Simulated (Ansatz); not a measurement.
This Ansatz input for ZrO2 was spoiled on purpose:

```yaml
crystal:
  lattice:
    - [3.6011303608, 0.0, 0.0]
    - [0.0, 3.6011303608, 0.0]
    - [0.0, 0.0, 5.227447463]
  atoms:
    - { symbol: ZRx, position: [0.0, 0.0, 0.0] }
    - { symbol: Zr, position: [0.5, 0.5, 0.5] }
    - { symbol: O, position: [0.0, 0.5, 0.1968433066] }
    - { symbol: O, position: [0.0, 0.5, 0.6968433066] }
    - { symbol: O, position: [0.5, 0.0, 0.3031566934] }
    - { symbol: O, position: [0.5, 0.0, 0.8031566934] }
basis:
  ecutwfc: 500
  ecutrho_ratio: 4
kpoints:
  mp_grid: { grid: [6, 6, 4] }
hamiltonian:
  xc: r2scan
scf:
  occupations: { method: gaussian, width: 0.05 }
  max_iter: 50
output:
  forces: true
  stress: true
```

Launched as:
```sh
ansatz run input.yaml --threads 4 --pin off --max-ram 7168MiB --backend cpu --events-out ev --progress --plain --runs-dir out
```

What is wrong with it?

An unknown element. Against the sound input: crystal.atoms[0].symbol: "Zr" → "ZRx" (the cap on iterations is only a precaution).

What the program printed:

```
Error: YAML parse error: error: line 7 column 17: `ZRx` is not an element symbol (H … Og, case-exact)
```

The input was refused before any iteration. Run time: 0.02 s on 4 threads of Arm Neoverse V1, on a shared host, peak memory 0.02 GiB. The run before the change (r²SCAN, 500 eV, 6×6×4 mesh) gave:

| run | P (GPa) | gap on the mesh (eV) | cell moment (μB) | largest force component (eV/Å) |
| --- | --- | --- | --- | --- |
| sound | 0.0 | 4.62 | – | 0.000 |

The chain of runs began from a cell as deposited in COD, expanded in volume.

Of that run: Kohn–Sham gaps of semilocal functionals lie under measured ones, often by a third or more.
